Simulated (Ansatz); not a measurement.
**Mg2Ge: how the settings move a single-point run**

Aim: see which settings change the result for Mg2Ge, by how much, and at what cost.

The COD entry's cell or inner coordinates are ideal or old and differ from later refinements, so a difference from it is no clean test against experiment.

Program: Ansatz 0.2.0. Level of theory: reference: DFT, PBEsol, PAW with Ansatz's default frozen-core files, scalar-relativistic; levels and slopes on a fine mesh, independent-particle optical spectra. These are calculated values, not measurements.

1 further run of the same task is left out (it didn't finish). Runs told in other sessions of the task aren't counted.

## Step 1: The system as given

Symmetry: Fm-3m, No. 225, cubic system. Conventional cell: a = 6.364 Å, b = 6.364 Å, c = 6.364 Å, α = 90.00°, β = 90.00°, γ = 90.00°. Around Mg (site symmetry -43m) lie 4 Ge at 2.76 Å. Ge (site symmetry m-3m) is surrounded by 8 Mg at 2.76 Å.

Structure file:

```cif
data_structure
_symmetry_space_group_name_H-M 'Fm-3m'
_symmetry_Int_Tables_number 225
_cell_length_a 6.3640
_cell_length_b 6.3640
_cell_length_c 6.3640
_cell_angle_alpha 90.000
_cell_angle_beta 90.000
_cell_angle_gamma 90.000
_cell_volume 257.74
loop_
_atom_site_label
_atom_site_type_symbol
_atom_site_symmetry_multiplicity
_atom_site_Wyckoff_symbol
_atom_site_fract_x
_atom_site_fract_y
_atom_site_fract_z
_atom_site_occupancy
Mg1 Mg 8 c 0.25000 0.75000 0.75000 1
Ge1 Ge 4 a 0.00000 0.00000 0.00000 1
```

## Step 2: Reference

Contents of input.yaml:

```yaml
crystal:
  lattice:
    - [0.0, 3.18199006617, 3.18199006617]
    - [3.18199006617, 0.0, 3.18199006617]
    - [3.18199006617, 3.18199006617, 0.0]
  atoms:
    - { symbol: Mg, position: [0.25, 0.25, 0.25] }
    - { symbol: Mg, position: [0.75, 0.75, 0.75] }
    - { symbol: Ge, position: [0.0, 0.0, 0.0] }
kpoints:
  mp_grid: { grid: [10, 10, 10] }
scf:
  occupations: { method: fermi_dirac, width: 0.08 }
hamiltonian:
  xc: pbesol
  pseudopotentials: { kind: paw }
output:
  forces: true
  stress: true
  eigenvalues: true
  eigenstates:
    nscf_kmesh: { grid: [12, 12, 12] }
    de_dk: true
    e_range: [-14, 14]
  optics:
    e_range: [0, 30]
    de: 0.2
    sigma: 0.25
    bands: { spectra_wanted_up_to: 30 }
    nscf_kmesh: { grid: [12, 12, 12] }
    drude_damping: 0.03
checkpoint:
  write: ck
  write_wavefunctions: false
```

On the command line:

```bash
> ansatz run input.yaml --threads 2 --pin off --max-ram 6144MiB --backend cpu --events-out ev --progress --plain --runs-dir out
```

## Step 3: Changed: ecutwfc 350 eV

Edit input.yaml of step 2 so:

```diff
@@ -34 +34,3 @@
   write_wavefunctions: false
+basis:
+  ecutwfc: "350 eV"
```

## Step 4: Changed: mp_grid.grid [7, 7, 7], eigensolver.kind davidson, basis.precision f64

Edit input.yaml of step 2 so:

```diff
@@ -10,5 +10,6 @@
 kpoints:
-  mp_grid: { grid: [10, 10, 10] }
+  mp_grid: { grid: [7, 7, 7] }
 scf:
   occupations: { method: fermi_dirac, width: 0.08 }
+  eigensolver: { kind: davidson }
 hamiltonian:
@@ -34 +35,3 @@
   write_wavefunctions: false
+basis:
+  precision: f64
```

Before running it: what results should come out? Wanted: for each run, ending; energy change; pressure; gap; force.

The runs gave:

```tsv
run	ending	energy change	pressure (GPa)	gap (eV)	force (eV/Å)	cycles	time
reference	converged	0	0.0	0.09	0.00	-	1.8 min
1: ecutwfc 350 eV	converged	+3.6 meV/atom	0.0	0.08	0.00	8	96 s
2: mp_grid.grid [7, 7, 7], eigensolver.kind davidson, basis.precision f64	converged	+3.3 meV/atom	0.0	0.22	0.00	11	1.7 min
```

Residual by cycle in the longest SCF loop of each run; runs are numbered as in the table. The quantity is the density residual dr2, in eV.

```tsv
cycle	reference	run 1	run 2
1	0.0457	0.0458	0.0434
2	0.00206	0.00222	0.0201
3	4.8e-4	4.9e-4	0.00185
4	2.2e-5	2.0e-5	4.2e-4
5	2.7e-7	2.5e-7	8.5e-5
6	8.7e-9	8.4e-9	6.6e-6
7	1.2e-10	1.2e-10	6.9e-7
8	2.9e-13	3.1e-13	2.2e-8
9	-	-	2.5e-10
10	-	-	2.1e-11
11	-	-	6.9e-13
```

**Reading.** Of the converged runs whose energies compare with the reference's, «ecutwfc 350 eV» moves the energy most (+3.6 meV/atom) and «mp_grid.grid [7, 7, 7], eigensolver.kind davidson, basis.precision f64» least (+3.3 meV/atom). Run 1 ran under the cutoff that the potentials recommend, as the log warns, so basis error is mixed into its values.
